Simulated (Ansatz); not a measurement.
**Ni: the order of phases at one pressure**

Aim: bring Ni in several structures (fcc, bcc, hcp, beta tin, omega, diamond) to one pressure and rank them by enthalpy. The pressure is set by scaling the first phase. Methods of the runs shown: PAW.

Method: DFT, PBE, PAW with Ansatz's default frozen-core files, scalar-relativistic, in Ansatz 0.2.0.

1 further run of the same task is left out (it didn't finish).

### 1 Starting point

It takes space group Fm-3m (No. 225, cubic). The conventional cell has a = 3.519 Å, b = 3.519 Å, c = 3.519 Å, α = 90.00°, β = 90.00°, γ = 90.00°. Ni (site symmetry m-3m) has 12 Ni at 2.49 Å as nearest neighbours.

Coordinates:

```cif
data_structure
_symmetry_space_group_name_H-M 'Fm-3m'
_symmetry_Int_Tables_number 225
_cell_length_a 3.5194
_cell_length_b 3.5194
_cell_length_c 3.5194
_cell_angle_alpha 90.000
_cell_angle_beta 90.000
_cell_angle_gamma 90.000
_cell_volume 43.59
loop_
_atom_site_label
_atom_site_type_symbol
_atom_site_symmetry_multiplicity
_atom_site_Wyckoff_symbol
_atom_site_fract_x
_atom_site_fract_y
_atom_site_fract_z
_atom_site_occupancy
Ni1 Ni 4 a 0.00000 0.00000 0.00000 1
```

The file gives the conventional cell by its symmetry; the runs use the cell typed in the input.

### 2 Cell relaxed at zero pressure, PAW

input.yaml

```yaml
crystal:
  lattice:
    - [0.0, 1.7597012234, 1.7597012234]
    - [1.7597012234, 0.0, 1.7597012234]
    - [1.7597012234, 1.7597012234, 0.0]
  atoms:
    - { symbol: Ni, position: [0.0, 0.0, 0.0], spin: 1.0 }
magnetization:
  spin_polarized: true
kpoints:
  mp_grid: { grid: [19, 19, 19] }
scf:
  occupations: { method: fermi_dirac, width: 0.08 }
hamiltonian:
  xc: pbe
  pseudopotentials: { kind: paw }
output:
  forces: true
  stress: true
relax:
  f_tol: 0.005
  max_steps: 40
  cell: {}
```

Started as:

```
ansatz run input.yaml --threads 2 --pin off --max-ram 7168MiB --backend cpu --events-out ev --progress --plain --runs-dir out
```

Further steps of the session: Volume scaled by 0.493, to set the pressure, PAW; Fcc relaxed under pressure, PAW; Bcc relaxed under pressure, PAW; Hcp relaxed under pressure, PAW; Beta tin relaxed under pressure, PAW; Omega relaxed under pressure, PAW; Diamond relaxed under pressure, PAW.

**Question.** What will these runs give? Wanted: pressure; lowest.

As calculated:

```
    quantity                         value
    pressure                       740 GPa
lowest (PAW)  fcc, 69.6 meV/atom under hcp
```

By PAW the order is fcc < hcp < bcc < omega < beta tin < diamond. Only these structures were tried, with electrons smeared by 0.08 eV and without vibrations, so the true ground state may be another. The k meshes differ between phases and weren't tested, which can move differences by some meV. The magnetic state is the one reached from the start moments in this cell; it needn't be the ground state.
